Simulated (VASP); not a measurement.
Write the native input for VASP 6.6.1 that does the following.

| Item | Value |
| --- | --- |
| Task | single point |
| Functional | PBEsol |
| Potentials or basis | VASP PAW PBE potentials, release 64 (C) |
| Cutoff | 520 eV |
| k mesh | 24 × 24 × 1 |
| Occupations | gaussian, width 0.05 eV |
| Spin | no spin polarisation |
| Dipole correction | yes |
| Further INCAR settings | ALGO = Fast; EDIFF = 1e-07; NBANDS = 11 |

The structure of C lies in POSCAR:

```
C
1.0
    2.5817664061      0.0000000000      0.0000000000
   -1.2908832031      2.1294050422      0.0000000000
    0.0000000000      0.0000000000     23.8000000000
C
2
Direct
   -0.0008887060     -0.0017774120      0.3361344538
    0.3342220393      0.6684440787      0.3361344538
```

The cell was built by a generator and needn't be a form met in nature.

One way to write it, as run:

INCAR

```
SYSTEM = C
  PREC = Accurate
  ENCUT = 520
  EDIFF = 1E-7
  ISMEAR = 0
  SIGMA = 0.05
  LREAL = .False.
  LASPH = .True.
  NELM = 100
  ALGO = Fast
  ISIF = 2
  LWAVE = .False.
  LCHARG = .False.
  LDIPOL = .True.
  IDIPOL = 3
  DIPOL = 0.5 0.5 0.336
  GGA = PS
  NBANDS = 11
```

KPOINTS

```
regular mesh
0
Gamma
  24 24 1
  0 0 0
```

Potentials or basis: VASP PAW PBE potentials, release 64 (C).

Command:

```bash
$ cat potpaw_PBE.64/C/POTCAR > POTCAR
$ mpirun -np 1 vasp_std > vasp.out
```

It gave:

The largest force is 0.012 eV/Å and the band gap on the k mesh is 0.52 eV, direct.

Caveat: the PAW data sets were made with another functional, which shifts forces and pressure a little.

Run time: 4.8 min on 1 thread of AMD EPYC 7R13 Processor (Zen 3), with other jobs on the host, peak memory 0.32 GiB.
